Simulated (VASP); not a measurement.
Wanted: the native input for a VASP 6.6.1 run.

```
Task                   : band structure
Functional             : PBE
Potentials or basis    : VASP PAW PBE potentials, release 64 (Co, O)
Cutoff                 : 520 eV
k mesh                 : 12 × 12 × 12
Occupations            : gaussian, width 0.03 eV
Spin                   : collinear spin, ferromagnetic start
Starting moments       : [3.0, 0.0] μB
Hubbard terms          : Co d U = 3.32 eV
Further INCAR settings : ALGO = Normal; EDIFF = 1e-06; NBANDS = 18; AMIX = 0.2; BMIX = 0.0001
```

The structure of CoO lies in POSCAR:

```
CoO                                     
1.0
    0.0000000000      2.1218731835      2.1218731835
    2.1218731835      0.0000000000      2.1218731835
    2.1218731835      2.1218731835      0.0000000000
  Co              O             
     1     1
Direct
     0.0000000000000000    0.0000000000000000    0.0000000000000000
     0.5000000000000000    0.5000000000000000    0.5000000000000000
```

The cell was built by a generator and needn't be a form met in nature.

These files were run (other wordings do the same):

INCAR

```
SYSTEM = CoO
PREC = Accurate
ENCUT = 520
EDIFF = 1E-6
ISMEAR = 0
SIGMA = 0.03
LREAL = .False.
LASPH = .True.
NELM = 150
ALGO = Normal
ISIF = 2
LWAVE = .False.
LCHARG = .False.
ISPIN = 2
MAGMOM = 3 0
LORBIT = 11
LMAXMIX = 4
LDAU = .True.
LDAUTYPE = 2
LDAUL = 2 -1
LDAUU = 3.32 0
LDAUJ = 0 0
LDAUPRINT = 1
GGA = PE
NBANDS = 18
AMIX = 0.2
BMIX = 1E-4
AMIX_MAG = 0.8
BMIX_MAG = 1E-4
ICORELEVEL = 1
```

KPOINTS

```
regular mesh
0
Gamma
  12 12 12
  0 0 0
```

KPOINTS_OPT

```
explicit points
159
Reciprocal
 0.0000000000  0.0000000000  0.0000000000 1
 0.0357142857  0.0000000000  0.0357142857 1
 0.0714285714  0.0000000000  0.0714285714 1
 0.1071428571  0.0000000000  0.1071428571 1
 0.1428571429  0.0000000000  0.1428571429 1
 0.1785714286  0.0000000000  0.1785714286 1
[... 151 lines left out ...]
 0.4250000000  0.0000000000  0.4250000000 1
 0.4500000000  0.0000000000  0.4500000000 1
```

Potentials or basis: VASP PAW PBE potentials, release 64 (Co, O).

Run with:

```sh
$ cat potpaw_PBE.64/Co/POTCAR potpaw_PBE.64/O/POTCAR > POTCAR
$ mpirun -np 1 vasp_std > vasp.out
```

It gave:

```yaml
Pressure: 0.3 GPa
Band_gap_along_the_path: none (metal or under the smearing width)
Net_moment: 3.00 μB per cell
Site_moments: Co +2.73; O +0.26 μB
Valence_electrons_inside_the_program's_atomic_spheres: Co 7.82; O 5.01
```

Caveat: a cell with one magnetic atom can't hold antiferromagnetic order, which such compounds often take.

Run time: 64 s on 1 thread of Intel(R) Xeon(R) Platinum 8488C (Sapphire Rapids) (shared host), peak memory 0.2 GiB.
